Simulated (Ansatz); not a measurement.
# As (R-3m) in Ansatz: notebook

One crystal, As, is run at these levels: LDA; tasks: single point, equation of state.

Program: Ansatz 0.2.0. These are calculated values, not measurements. Logs are shortened: lines on timing, memory, paths and dates and some standing lists are left out, and cuts for length are marked.

## Step 1: Starting point

The structure is trigonal, space group R-3m (No. 166). Conventional cell: a = 3.762 Å, b = 3.762 Å, c = 10.542 Å, α = 90.00°, β = 90.00°, γ = 120.00°. As (site symmetry 3m) is surrounded by 3 As at 2.51 Å.

## Step 2: Single point, LDA, 20.24 Å³/atom (volume scaled by 0.94)

Contents of input.yaml:

```yaml
crystal:
  lattice:
    - [1.8424025153, 1.0637115881, 3.442326315]
    - [-1.8424025153, 1.0637115881, 3.442326315]
    - [0.0, -2.1274231763, 3.442326315]
  atoms:
    - { symbol: As, position: [0.226, 0.226, 0.226] }
    - { symbol: As, position: [0.774, 0.774, 0.774] }
hamiltonian:
  xc: lda
  pseudopotentials: { kind: paw }
kpoints:
  mp_grid: { grid: [9, 9, 9] }
scf:
  occupations: { method: fermi_dirac, width: 0.05 }
output:
  forces: true
  stress: true
  eigenvalues: true
```

Potentials or basis: Ansatz PAW.

Run with:

```sh
> ansatz run input.yaml --threads 2 --pin off --max-ram 5632MiB --backend cpu --events-out ev --progress --plain --runs-dir out
```

Output:

```text
Warning: RAYON_NUM_THREADS=2 ignored (pool sized by the plan → 2); use --threads N
Engine: ansatz 0.2.0, x86_64-unknown-linux-gnu
Pseudopotentials: kind: paw
Pseudopotential: As, paw, valence charge 15, recommended cutoff 420 eV (normal), As.paw.azcp
Functional definition: SPW92
  exchange = slater_x
  correlation = pw_c
Crystal: 2 atoms, lattice volume = 40.477 Å³
Basis set: ecut = 420 eV, 773 PW (Γ)
Bands: 19, of which v1, the nominal top of the filled ones, is band 15 counted from 1 (14 counted from 0)
Symmetry: 12 space group operations
Space group: R-3m (ITA 166), of the structure as read, at distance tolerance 3.4e-5 Å
k-points: 85 of 729
Non-local potential: As, projectors of the file, l = 0: 2, l = 1: 2, l = 2: 3, l = 3: 1
PAW form: soft (Blöchl's): semilocal exchange-correlation on the pseudo side does not see the compensation charge
PAW frozen core: As, regenerated for the run's functional, and the local potential with it (the file was generated under x = pbe(κ = 0.804, μ = 0.2195149727645171), c = pbe(β = 0.06672455060314922))
PAW one-centre angular grid: As, 590 points (default); XC on 64 Gauss nodes
Initial density: superposition of atomic densities (neutral atoms: chi_scale 0, normalization atom), corrected by the library's trained network
Initial wavefunctions: pseudopotential atomic-orbital guess
Functional: x = slater, c = lda
SCF iter   1: F=—  HF=-9547.312738 eV  |F-HF|=—  |Δ(HF+E_count)|=         —  Δρ=5.20e-3  dr2=4.94e-3  ethr=1.77e-3  ⟨swp⟩=5.8  Hψ=7684  notcnv=0
preconditioner: auto → Kerker (q_TF=auto, 2.595 Å⁻¹)  [metal: Δε(μ)=0.028 eV  Ē_g=10.605 eV  σ=0.050 eV  W_gap=0.14  n_scr=14 (ndim 8)  ℏωp=18.5 eV  f_vac=0.005  D(μ)=0.19/eV (n_scr^D=0)]
SCF iter   2: F=—  HF=-9547.310750 eV  |F-HF|=—  |Δ(HF+E_count)|=   1.99e-3  Δρ=3.03e-3  dr2=1.96e-3  ethr=1.65e-5  ⟨swp⟩=1.2  Hψ=2340  notcnv=0
SCF iter   3: F=—  HF=-9547.310066 eV  |F-HF|=—  |Δ(HF+E_count)|=   6.84e-4  Δρ=4.10e-4  dr2=8.25e-5  ethr=6.53e-6  ⟨swp⟩=2.0  Hψ=1987  notcnv=0
SCF iter   4: F=—  HF=-9547.310020 eV  |F-HF|=—  |Δ(HF+E_count)|=   4.62e-5  Δρ=1.23e-4  dr2=6.66e-6  ethr=2.75e-7  ⟨swp⟩=2.2  Hψ=1984  notcnv=0
SCF iter   5: F=—  HF=-9547.310018 eV  |F-HF|=—  |Δ(HF+E_count)|=   2.65e-6  Δρ=2.94e-5  dr2=6.15e-7  ethr=2.22e-8  ⟨swp⟩=2.2  Hψ=2903  notcnv=0
SCF iter   6: F=—  HF=-9547.310018 eV  |F-HF|=—  |Δ(HF+E_count)|=   3.33e-8  Δρ=1.62e-5  dr2=9.33e-8  ethr=3.33e-10  ⟨swp⟩=5.4  Hψ=7320  notcnv=0
SCF iter   7: F=-9547.310017 eV  HF=-9547.310017 eV  |F-HF|=1.37e-9  |Δ(HF+E_count)|=   1.52e-7  Δρ=2.93e-6  dr2=6.08e-9  ethr=3.11e-10  ⟨swp⟩=5.0  Hψ=6805  notcnv=0
SCF 1 converged in 7 iterations: F = -9547.310017 eV  dr2 = 6.08e-9
SCF converged after 7 iterations
Free energy (F): -9547.310017 eV
Harris-Foulkes:  -9547.310017 eV  (|F-HF|=1.37e-9)
Internal energy: -9547.308584 eV  (E = F + TS)
E sigma→0 (E₀):  -9547.309301 eV
Entropy (-TS):   -0.001433 eV (-0.716 meV/atom)
Fermi energy:    11.523696 eV
--- Per-component energies (eV) ---
  E_band       = -451.749892
  E_kinetic    = 208.535303
  E_local      = -3254.540756  (includes V_loc(G=0)·N_el)
  E_nonlocal   = -1330.702803
  E_hartree    = 1815.049605
  E_xc         = -159.319452
  E_vxc        = -160.843473  (∫ρ·V_xc dr)
  E_paw        = -3506.212265  (= ΣΔE_a)
  E_vpaw       = 455.702573  (= ΣTr[D̂ρ^β])
  E_aug_tail   = 0.000016  (compensation charges beyond the density's cutoff)
  E_ewald      = -3324.268693
  E_core_change = 4.150460  (= ΣΔE_core)
  E_smearing   = -0.001433  (= −TS)
  E_closure    = 0.000000  (closes the sum)
  Σ components = -9547.310017   (vs F -9547.310017, Δ=0.00e0)
--- Forces (eV/Å), atoms counted from 1 ---
  atom   1  As     0.00000000    -0.00000000     0.69818739
  atom   2  As     0.00000000     0.00000000    -0.69818739
  max |Σ_I F_I| component: 2.31e-18 eV/Å
--- Stress (GPa, compression-positive) ---
        4.713239       0.000000      -0.000000
       -0.000000       4.713239       0.000000
        0.000000       0.000000       2.296525
  P = ⅓ Tr σ = 3.9077 GPa (39.077 kbar)
--- Band table (eV; the first three rows and the last of 85) ---
  k-point 0: bands = ["-25.0425", "-25.0425", "-24.9856", "-24.9856", "-24.9493", "-24.8992", "-24.8992", "-24.8887", "-24.8469", "-24.8469", "-4.1896", "5.8638", "8.7928", "9.3246", "9.3246", "13.0670", "14.4552", "14.4552", "18.3950"]
  k-point 1: bands = ["-25.0408", "-25.0381", "-24.9840", "-24.9822", "-24.9480", "-24.9014", "-24.8998", "-24.8914", "-24.8506", "-24.8489", "-4.0140", "5.2016", "8.8030", "9.1868", "9.3206", "13.3892", "14.1640", "14.3383", "17.3665"]
  k-point 2: bands = ["-25.0365", "-25.0257", "-24.9801", "-24.9730", "-24.9441", "-24.9079", "-24.9042", "-24.8975", "-24.8602", "-24.8544", "-3.4920", "3.6886", "8.5372", "8.8855", "9.7929", "12.9035", "13.6797", "13.8503", "17.3449"]
  k-point 84: bands = ["-25.0281", "-25.0253", "-24.9789", "-24.9771", "-24.9434", "-24.9038", "-24.9022", "-24.8948", "-24.8658", "-24.8637", "-2.6729", "1.2577", "7.8519", "9.1458", "11.0657", "12.6547", "12.7771", "14.7798", "19.1497"]
```

Run time: 2.1 s. Hardware: 2 threads of AMD EPYC 7R43 (Zen 3), shared host; peak memory 0.39 GiB.

Results:

```yaml
Free_energy: -9547.3100 eV
Pressure: 3.9 GPa
Largest_force: 0.698 eV/Å
Band_gap_on_the_k_mesh: none (metal or under the smearing width)
```

Caveat: the PAW data sets come from PBE, with cores solved anew for the run's functional, which leaves a small shift of forces and pressure.

## Step 3: Single point, LDA, 20.67 Å³/atom (volume scaled by 0.96)

Edit input.yaml of step 2 so:

```diff
@@ -2,5 +2,5 @@
   lattice:
-    - [1.8424025153, 1.0637115881, 3.442326315]
-    - [-1.8424025153, 1.0637115881, 3.442326315]
-    - [0.0, -2.1274231763, 3.442326315]
+    - [1.8553776084, 1.0712027616, 3.4665688483]
+    - [-1.8553776084, 1.0712027616, 3.4665688483]
+    - [0.0, -2.1424055233, 3.4665688483]
   atoms:
@@ -19 +19,5 @@
   eigenvalues: true
+  write_density: true
+  write_potential: true
+  elf: true
+  volumetric_format: npy
```

Potentials or basis: Ansatz PAW.

Run with:

```sh
> ansatz run input.yaml --threads 2 --pin off --max-ram 5632MiB --backend cpu --events-out ev --progress --plain --runs-dir out
```

Wall time 2.2 s (2 threads of AMD EPYC 7R43 (Zen 3), shared host); peak memory 0.4 GiB.

It converged, with:

```yaml
Free_energy: -9547.3257 eV
Pressure: 2.0 GPa
Largest_force: 0.543 eV/Å
Band_gap_on_the_k_mesh: none (metal or under the smearing width)
```

Caveat: the PAW data sets come from PBE, with cores solved anew for the run's functional, which leaves a small shift of forces and pressure.

## Step 4: Single point, LDA, 21.10 Å³/atom (volume scaled by 0.98)

Contents of input.yaml:

```yaml
crystal:
  lattice:
    - [1.8681737204, 1.0785906003, 3.4904769752]
    - [-1.8681737204, 1.0785906003, 3.4904769752]
    - [0.0, -2.1571812007, 3.4904769752]
  atoms:
    - { symbol: As, position: [0.226, 0.226, 0.226] }
    - { symbol: As, position: [0.774, 0.774, 0.774] }
hamiltonian:
  xc: lda
  pseudopotentials: { kind: paw }
kpoints:
  mp_grid: { grid: [9, 9, 9] }
scf:
  occupations: { method: fermi_dirac, width: 0.05 }
output:
  forces: true
  stress: true
  eigenvalues: true
```

Run with:

```sh
> ansatz run input.yaml --threads 2 --pin off --max-ram 5632MiB --backend cpu --events-out ev --progress --plain --runs-dir out
```

It took 1.7 s on 2 threads of AMD EPYC 7R43 (Zen 3), shared host; peak memory 0.39 GiB.

Results (log left out):

```yaml
Free_energy: -9547.3315 eV
Pressure: 0.2 GPa
Largest_force: 0.397 eV/Å
Band_gap_on_the_k_mesh: none (metal or under the smearing width)
```

Caveat: the PAW data sets come from PBE, with cores solved anew for the run's functional, which leaves a small shift of forces and pressure.

## Step 5: Single point, LDA, 21.53 Å³/atom

Edit input.yaml of step 4 so:

```diff
@@ -2,5 +2,5 @@
   lattice:
-    - [1.8681737204, 1.0785906003, 3.4904769752]
-    - [-1.8681737204, 1.0785906003, 3.4904769752]
-    - [0.0, -2.1571812007, 3.4904769752]
+    - [1.8807968987, 1.0858785957, 3.5140619945]
+    - [-1.8807968987, 1.0858785957, 3.5140619945]
+    - [0.0, -2.1717571915, 3.5140619945]
   atoms:
```

Run with:

```sh
> ansatz run input.yaml --threads 2 --pin off --max-ram 5632MiB --backend cpu --events-out ev --progress --plain --runs-dir out
```

Wall time 2.1 s (2 threads of AMD EPYC 7R43 (Zen 3), shared host); peak memory 0.4 GiB.

Results (log left out):

```
Free energy            : -9547.3283 eV
Pressure               : -1.4 GPa
Largest force          : 0.261 eV/Å
Band gap on the k mesh : none (metal or under the smearing width)
```

Caveat: the PAW data sets come from PBE, with cores solved anew for the run's functional, which leaves a small shift of forces and pressure.

## Step 6: Single point, LDA, 21.96 Å³/atom (volume scaled by 1.02)

Edit input.yaml of step 5 so:

```diff
@@ -2,5 +2,5 @@
   lattice:
-    - [1.8807968987, 1.0858785957, 3.5140619945]
-    - [-1.8807968987, 1.0858785957, 3.5140619945]
-    - [0.0, -2.1717571915, 3.5140619945]
+    - [1.8932528703, 1.0930700543, 3.5373346065]
+    - [-1.8932528703, 1.0930700543, 3.5373346065]
+    - [0.0, -2.1861401086, 3.5373346065]
   atoms:
```

Potentials or basis: Ansatz PAW.

Run with:

```sh
> ansatz run input.yaml --threads 2 --pin off --max-ram 5632MiB --backend cpu --events-out ev --progress --plain --runs-dir out
```

It took 2.1 s on 2 threads of AMD EPYC 7R43 (Zen 3), shared host; peak memory 0.4 GiB.

It converged, with:

- Free energy: -9547.3170 eV
- Pressure: -2.8 GPa
- Largest force: 0.134 eV/Å
- Band gap on the k mesh: none (metal or under the smearing width)

Caveat: the PAW data sets come from PBE, with cores solved anew for the run's functional, which leaves a small shift of forces and pressure.

## Step 7: Single point, LDA, 22.39 Å³/atom (volume scaled by 1.04)

Edit input.yaml of step 6 so:

```diff
@@ -2,5 +2,5 @@
   lattice:
-    - [1.8932528703, 1.0930700543, 3.5373346065]
-    - [-1.8932528703, 1.0930700543, 3.5373346065]
-    - [0.0, -2.1861401086, 3.5373346065]
+    - [1.9055470646, 1.1001681106, 3.5603049553]
+    - [-1.9055470646, 1.1001681106, 3.5603049553]
+    - [0.0, -2.2003362214, 3.5603049553]
   atoms:
```

Run with:

```sh
> ansatz run input.yaml --threads 2 --pin off --max-ram 5632MiB --backend cpu --events-out ev --progress --plain --runs-dir out
```

Run time: 1.9 s. Hardware: 2 threads of AMD EPYC 7R43 (Zen 3), shared host; peak memory 0.39 GiB.

The run converged. Its results:

* Free energy: -9547.2985 eV
* Pressure: -4.1 GPa
* Largest force: 0.014 eV/Å
* Band gap on the k mesh: none (metal or under the smearing width)

Caveat: the PAW data sets come from PBE, with cores solved anew for the run's functional, which leaves a small shift of forces and pressure.

## Step 8: Single point, LDA, 22.82 Å³/atom (volume scaled by 1.06)

Edit input.yaml of step 7 so:

```diff
@@ -2,5 +2,5 @@
   lattice:
-    - [1.9055470646, 1.1001681106, 3.5603049553]
-    - [-1.9055470646, 1.1001681106, 3.5603049553]
-    - [0.0, -2.2003362214, 3.5603049553]
+    - [1.9176846343, 1.1071757398, 3.5829826684]
+    - [-1.9176846343, 1.1071757398, 3.5829826684]
+    - [0.0, -2.2143514796, 3.5829826684]
   atoms:
```

Run with:

```sh
> ansatz run input.yaml --threads 2 --pin off --max-ram 5632MiB --backend cpu --events-out ev --progress --plain --runs-dir out
```

Run time: 2.1 s. Hardware: 2 threads of AMD EPYC 7R43 (Zen 3), shared host; peak memory 0.4 GiB.

The run converged. Its results:

* Free energy: -9547.2735 eV
* Pressure: -5.2 GPa
* Largest force: 0.099 eV/Å
* Band gap on the k mesh: none (metal or under the smearing width)

Caveat: the PAW data sets come from PBE, with cores solved anew for the run's functional, which leaves a small shift of forces and pressure.

## Step 9: Equation of state, LDA

Potentials or basis: Ansatz PAW.

This step only gathers the single runs of the series.

What came out:

```yaml
Equilibrium_volume: 21.15 Å³/atom
Bulk_modulus_at_fixed_shape_and_positions: 81 GPa
Pressure_derivative_of_the_bulk_modulus: 4.2
```

Energy against volume, from the lowest point:
| volume (Å³/atom) | energy (meV/atom) |
| --- | --- |
| 20.239 | 10.72 |
| 20.669 | 2.88 |
| 21.100 | 0.00 |
| 21.530 | 1.60 |
| 21.961 | 7.22 |
| 22.392 | 16.47 |
| 22.822 | 28.99 |

Caveat: the cell was scaled at fixed shape and fractional positions, which overstates the stiffness of a crystal with free parameters, most of all of layers and chains.
